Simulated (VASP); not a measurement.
# PbSe in VASP: further runs, part 2 of 2

VASP 6.6.1. The steps go on from the part before.

## 4. Single point, PBEsol

INCAR

```
SYSTEM = PbSe
  ADDGRID = .False.
  ALGO = Normal
  EDIFF = 1E-6
  ENCUT = 520
  GGA = PS
  ISIF = 2
  ISMEAR = 0
  LASPH = .True.
  LCHARG = .False.
  LREAL = .False.
  LWAVE = .False.
  NELM = 100
  PREC = Normal
  SIGMA = 0.05
```

KPOINTS

```
k-points
0
Gamma
  7 7 7
  0 0 0
```

POSCAR

```
PbSe
1.0
    3.7843220000      0.0000000000      0.0000000000
    0.0000000000      3.7843220000      0.0000000000
    0.0000000000      0.0000000000      3.7843220000
Pb Se
1 1
Direct
    0.0499830000      0.0304240000      0.0268320000
    0.4857650000      0.4915870000      0.4882140000
```

Potentials or basis: VASP PAW PBE potentials, release 64 (Pb_d, Se).

Launch:

```bash
$ cat potpaw_PBE.64/Pb_d/POTCAR potpaw_PBE.64/Se/POTCAR > POTCAR
$ mpirun -np 1 vasp_std > vasp.out
```

OUTCAR:

```text
SYSTEM = PbSe
   EDIFF = 1E-6
   ENCUT = 520
   GGA = PS
   ISIF = 2
   ISMEAR = 0
   LASPH = .True.
   LREAL = .False.
   NELM = 100
   PREC = Normal

 Found    172 irreducible k-points:

 Following reciprocal coordinates:
            Coordinates               Weight
  0.000000  0.000000  0.000000      1.000000
  0.142857  0.000000  0.000000      2.000000
  0.000000  0.142857  0.000000      2.000000
  0.000000  0.000000  0.142857      2.000000
  0.285714  0.000000  0.000000      2.000000
  0.000000  0.285714  0.000000      2.000000
   k-points           NKPTS =    172   k-points in BZ     NKDIM =    172   number of bands    NBANDS=     14
   number of dos      NEDOS =    301   number of ions     NIONS =      2
   total plane-waves  NPLWV =  13824
   dimension x,y,z NGX =    24 NGY =   24 NGZ =   24
   dimension x,y,z NGXF=    48 NGYF=   48 NGZF=   48
   ions per type =               1   1
   NGX,Y,Z   is equivalent  to a cutoff of  10.54, 10.54, 10.54 a.u.
   NGXF,Y,Z  is equivalent  to a cutoff of  21.09, 21.09, 21.09 a.u.
 SYSTEM =  PbSe
   PREC   = normal    normal or accurate (medium, high low for compatibility)
   ISTART =      0    job   : 0-new  1-cont  2-samecut
   ICHARG =      2    charge: 1-file 2-atom 10-const
   ISPIN  =      1    spin polarized calculation?
   LNONCOLLINEAR =      F non collinear calculations
   LSORBIT =      F    spin-orbit coupling
   LASPH  =      T    aspherical Exc in radial PAW
   ENCUT  =  520.0 eV  38.22 Ry    6.18 a.u.   7.04  7.04  7.04*2*pi/ulx,y,z
   NELM   =    100;   NELMIN=  2; NELMDL= -5     # of ELM steps
   EDIFF  = 0.1E-05   stopping-criterion for ELM
   LREAL  =      F    real-space projection
   EDIFFG = 0.1E-04   stopping-criterion for IOM
   NSW    =      0    number of steps for IOM
   IBRION =     -1    ionic relax: 0-MD 1-quasi-New 2-CG
   NFREE  =      0    steps in history (QN), initial steepest desc. (CG)
   ISIF   =      2    stress and relaxation
   ISYM   =      2    0-nonsym 1-usesym 2-fastsym
   POTIM  = 0.5000    time-step for ionic-motion
   TEBEG  =    0.0;   TEEND  =   0.0 temperature during run
   PSTRESS=    0.0 pullay stress
   NELECT =      20.0000    total number of electrons
   NUPDOWN=      -1.0000    fix difference up-down
   EMIN   =  10.00;   EMAX   =-10.00  energy-range for DOS
   EFERMI =   0.00;   METHOD = LEGACY
   ISMEAR =     0;   SIGMA  =   0.05  broadening in eV -4-tet -1-fermi 0-gaus
   EFERMI_NEDOS =   21; number of points for ismear=-14 and -15
   IALGO  =     38    algorithm
   IMIX   =      4    mixing-type and parameters
[... 22 lines left out ...]
  ---------------------------------------------------
  ext. energy  EPLUGINS =         0.00000000
  ---------------------------------------------------
  free energy    TOTEN  =        -8.50892851 eV

  energy without entropy =       -8.50733419  energy(sigma->0) =       -8.50813135

 E-fermi :   5.1377     XC(G=0): -10.0949

 val. band max:        5.1282020929   @ k =   0.0000   0.4286   0.4286
 cond. band min:       5.1522709440   @ k =  -0.1429  -0.1429   0.1429
 fundamental gap:      0.0240688511
 Fermi energy:         5.1376691031

 k-point     1 :       0.0000    0.0000    0.0000
  band No.  band energies     occupation
      1     -11.6175      2.00000
      2     -11.6139      2.00000
      3     -11.4697      2.00000
      4     -11.4680      2.00000
      5     -11.4619      2.00000
      6      -8.1220      2.00000
      7      -1.8045      2.00000
      8       3.6032      2.00000
      9       3.6742      2.00000
     10       3.7684      2.00000
     11       9.4242      0.00000
     12       9.7567      0.00000
     13      11.4472      0.00000
     14      11.7722      0.00000
[... 71 lines left out ...]
      1     -11.6104      2.00000
      2     -11.5451      2.00000
      3     -11.4960      2.00000
      4     -11.4945      2.00000
      5     -11.4626      2.00000
      6      -7.5681      2.00000
      7      -2.9047      2.00000
      8       3.6604      2.00000
      9       4.2761      2.00000
     10       4.3558      2.00000
     11       7.6805      0.00000
     12       9.3599      0.00000
     13       9.7953      0.00000
     14      11.2295      0.00000

 [... further k-points ...]

------------------------ aborting loop because EDIFF is reached ----------------------------------------

  FORCE on cell =-STRESS in cart. coord.  units (eV):
  Direction    XX          YY          ZZ          XY          YZ          ZX
  --------------------------------------------------------------------------------------
  -------------------------------------------------------------------------------------
  Total       -0.6583379     -0.6048638     -0.6040254      0.1374275      0.1282097      0.1371996
  in kB      -19.4623471    -17.8815005    -17.8567129      4.0627476      3.7902457      4.0560125
  external PRESSURE =     -18.4001869 kB  Pullay stress =       0.0000000 kB

 VOLUME and BASIS-vectors are now :
 -----------------------------------------------------------------------------
  energy-cutoff  :      520.00
  volume of cell :       54.20
      direct lattice vectors                 reciprocal lattice vectors
     3.784322000  0.000000000  0.000000000     0.264248127  0.000000000  0.000000000
     0.000000000  3.784322000  0.000000000     0.000000000  0.264248127  0.000000000
     0.000000000  0.000000000  3.784322000     0.000000000  0.000000000  0.264248127

 POSITION                                       TOTAL-FORCE (eV/Angst)
 -----------------------------------------------------------------------------------
      0.18915      0.11513      0.10154         0.166717      0.061293      0.060558
      1.83829      1.86032      1.84756        -0.166717     -0.061293     -0.060558
 -----------------------------------------------------------------------------------
    total drift:                               -0.000514     -0.000187     -0.000522

  FREE ENERGIE OF THE ION-ELECTRON SYSTEM (eV)
  ---------------------------------------------------
  free  energy   TOTEN  =        -8.5089285056 eV

  energy  without entropy=       -8.5073341915  energy(sigma->0) =       -8.50813135
```

OSZICAR:

```text
N       E                     dE             d eps       ncg     rms          rms(c)
DAV:   1     0.148103563636E+03    0.14810E+03   -0.93813E+03  4816   0.152E+03
DAV:   2     0.294212736563E+01   -0.14516E+03   -0.14205E+03  5038   0.351E+02
DAV:   3    -0.863776656053E+01   -0.11580E+02   -0.11114E+02  6502   0.991E+01
DAV:   4    -0.889127683483E+01   -0.25351E+00   -0.25338E+00  5274   0.172E+01
DAV:   5    -0.889926320789E+01   -0.79864E-02   -0.79862E-02  6692   0.319E+00    0.280E+00
DAV:   6    -0.851893003572E+01    0.38033E+00   -0.10197E+00  7162   0.853E+00    0.156E+00
DAV:   7    -0.851135587406E+01    0.75742E-02   -0.10397E-01  5500   0.191E+00    0.807E-01
DAV:   8    -0.850931142129E+01    0.20445E-02   -0.11558E-02  5992   0.126E+00    0.924E-02
DAV:   9    -0.850890883808E+01    0.40258E-03   -0.25261E-03  6526   0.439E-01    0.594E-02
DAV:  10    -0.850892868160E+01   -0.19844E-04   -0.17248E-04  5092   0.931E-02    0.178E-02
DAV:  11    -0.850892881034E+01   -0.12874E-06   -0.18395E-05  6472   0.451E-02    0.648E-03
DAV:  12    -0.850892850563E+01    0.30471E-06   -0.92779E-07  2936   0.120E-02
   1 F= -.85089285E+01 E0= -.85081313E+01  d E =-.159431E-02
```

Run time: 34 s. Hardware: 1 thread of Intel Xeon Platinum 8488C (Sapphire Rapids), shared host; peak memory 0.25 GiB.

These settings aren't checked as converged: the numbers below hold their error.

What came out:

```yaml
Free_energy: -8.5089 eV
Pressure: -1.8 GPa
Largest_force: 0.188 eV/Å
Band_gap_on_the_k_mesh: none (metal or under the smearing width)
```

Caveat: the PAW data sets were made with another functional, which shifts forces and pressure a little.
